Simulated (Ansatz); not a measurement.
Space group Fm-3m (No. 225). a = 4.757 Å, b = 4.757 Å, c = 4.757 Å, α = 90.00°, β = 90.00°, γ = 90.00°
| atom | site | symmetry | x | y | z |
| --- | --- | --- | --- | --- | --- |
| Mg | 4b | m-3m | 0.0000 | 0.0000 | 0.5000 |
| H | 8c | -43m | 0.2500 | 0.7500 | 0.2500 |

Equation of state of this MgH$_{2}$ structure (not necessarily the ground state), with shape and atoms relaxed at each volume where symmetry leaves them free. It has no gap at any of these volumes. These are results of DFT PBE, scalar-relativistic, plane waves, PAW in Ansatz 0.2.0, not measurements.

Settings: cutoff 420 eV, Γ-centred mesh 20×20×20 on the computed 3-atom cell, Gaussian smearing of 0.10 eV; no spin polarisation.

```csv
V (Å³/atom),E − E(largest V) (meV/atom),P (GPa)
7.896,14.57,9.48
8.166,1.11,6.60
8.435,-7.83,4.09
8.704,-12.82,1.91
8.973,-14.38,0.00
9.242,-12.95,-1.66
9.512,-8.90,-3.11
9.871,0.00,-4.78
```

Task: Fit a third-order Birch–Murnaghan equation, E = E0 + (9V0B0/16)·[(x − 1)³B0' + (x − 1)²(6 − 4x)] with x = (V0/V)^(2/3), to E(V).

Result: V0 = 8.97 Å³/atom, B0 = 59 GPa, B0' = 3.5.

The cell was found from a structure generator's guess, not taken from experiment.
